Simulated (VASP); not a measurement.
A run of VASP 6.6.1:

File INCAR:

```
SYSTEM = F
ALGO = Fast
EDIFF = 1E-6
ENCUT = 520
GGA = PE
ISIF = 2
ISMEAR = 0
IVDW = 12
LASPH = .True.
LCHARG = .False.
LREAL = .False.
LWAVE = .False.
NBANDS = 22
NELM = 100
PREC = Accurate
SIGMA = 0.05
```

The input KPOINTS:

```
k-points
0
Gamma
  8 8 4
  0 0 0
```

Contents of POSCAR:

```
F
1.0
    2.7438253185     -1.8153026244      0.2895639370
    2.7438253185      1.8153026244      0.2895639370
   -0.8423562413      0.0000000000      6.8382075231
F
4
Direct
    0.9138648456      0.5855481450      0.0939279973
    0.4144518550      0.0861351544      0.4060720027
    0.0861351544      0.4144518550      0.9060720027
    0.5855481450      0.9138648456      0.5939279973
```

Potentials or basis: VASP PAW PBE potentials, release 64 (F).

The run is started by

```sh
$ cat potpaw_PBE.64/F/POTCAR > POTCAR
$ mpirun -np 1 vasp_std > vasp.out
```

Hardware: 1 thread of Intel(R) Xeon(R) 6975P-C (Granite Rapids), on a shared host.

Task: Estimate the wall time of this run.

Result: It took 52 s on 1 thread of Intel(R) Xeon(R) 6975P-C (Granite Rapids), on a shared host, peak memory 0.24 GiB. Counts: scf iterations 12, k points 78.
